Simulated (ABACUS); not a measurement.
W, 1 atom in the cell. Symmetry: Fm-3m, No. 225, cubic system. The conventional cell has a = 4.060 Å, b = 4.060 Å, c = 4.060 Å, α = 90.00°, β = 90.00°, γ = 90.00°. W (site symmetry m-3m) has 12 W at 2.87 Å as nearest neighbours. This isn't the form of W at room conditions, which is bcc.

- Program: ABACUS 3.10.1
- Task: single point
- Functional: PBE
- Potentials or basis: PseudoDojo NC SR 0.4.1 PBE standard
- Cutoff: 1361 eV
- Density cutoff: 5442 eV
- Basis: DZP LCAO (the cutoffs set its grid)
- k mesh: 11 × 11 × 11
- Occupations: fermi-dirac, width 0.05 eV
- Spin: no spin polarisation
- Orbital files: W W_confined-atom_7au_3s2p2d1f.orb
- Radial cutoff of the potentials (pseudo_rcut): 10 bohr
- SCF threshold on the density: 1e-07
- Max SCF steps: 100
- Eigensolver: genelpa
- Mixing: broyden
- Mixing share: 0.7
- Symmetry key: 1
- Bands: 11

Potentials or basis: PseudoDojo NC SR 0.4.1 PBE standard, DZP LCAO (the cutoffs set its grid).

Run with:

```bash
$ OMP_NUM_THREADS=1 mpirun -np 4 abacus > log
```

Hardware: 4 MPI ranks on AMD EPYC 7B13 (Zen 3), on a shared host.

**Question.** Estimate the wall time of this run.

**Answer.** Run time: 3.3 s on 4 MPI ranks on AMD EPYC 7B13 (Zen 3) (shared host), peak memory 0.36 GiB a rank. Counts: scf iterations 7, k points 56, bands 11, basis 26, ranks 4.
